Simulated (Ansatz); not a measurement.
Compressing Hf₂Si

Method: DFT PBEsol, scalar-relativistic, plane waves, PAW (Ansatz 0.2.0). Run with 420 eV cutoff, 10×10×10 k-mesh, Gaussian smearing of 0.10 eV, no spin polarisation.

Reference structure (relaxed):

```yaml
crystal:
  lattice:
    - [-3.25533, 3.25533, 2.57161]
    - [3.25533, -3.25533, 2.57161]
    - [3.25533, 3.25533, -2.57161]
  atoms:
    - { symbol: Hf, position: [0.84325, 0.65675, 0.50000] }
    - { symbol: Hf, position: [0.34325, 0.84325, 0.18651] }
    - { symbol: Hf, position: [0.15675, 0.34325, 0.50000] }
    - { symbol: Hf, position: [0.65675, 0.15675, 0.81349] }
    - { symbol: Si, position: [0.75000, 0.75000, 0.00000] }
    - { symbol: Si, position: [0.25000, 0.25000, 0.00000] }
```

Cell and atoms are relaxed at each pressure within the symmetry of the start, at zero temperature, so transitions that lower the symmetry aren't seen. The k-mesh given is that at zero pressure and may differ at others. a, b and c are the lengths of the cell vectors above. ΔH is E + PV over the energy at zero pressure.

Spin–orbit coupling is left out, which can shift energies with elements as heavy as these.

```csv
P (GPa),V (Å³/atom),V/V0,a (Å),b (Å),c (Å),α (°),β (°),γ (°),ΔH (eV/atom)
-1,?,?,?,?,?,?,?,?,?
0,18.17,1.000,5.273,5.273,5.273,103.8,103.8,121.6,0.000
1,18.05,0.993,5.262,5.262,5.262,103.8,103.8,121.6,0.113
4,17.71,0.975,5.228,5.228,5.228,103.8,103.8,121.6,0.448
12,16.93,0.932,5.150,5.150,5.150,103.8,103.8,121.5,1.312
25,15.93,0.877,5.045,5.045,5.045,103.9,103.9,121.4,2.643
50,?,?,?,?,?,?,?,?,?
90,13.02,0.716,4.705,4.705,4.705,104.5,104.5,120.0,8.436
```

**Question.** What stands in the row for -1 GPa?

**Answer.** V 18.29 Å³/atom; V/V0 1.007; a 5.285 Å; b 5.285 Å; c 5.285 Å; α 103.8 °; β 103.8 °; γ 121.6 °; ΔH -0.114 eV/atom.

**Question.** What stands in the row for 50 GPa?

**Answer.** V 14.52 Å³/atom; V/V0 0.799; a 4.888 Å; b 4.888 Å; c 4.888 Å; α 104.1 °; β 104.1 °; γ 120.9 °; ΔH 5.011 eV/atom.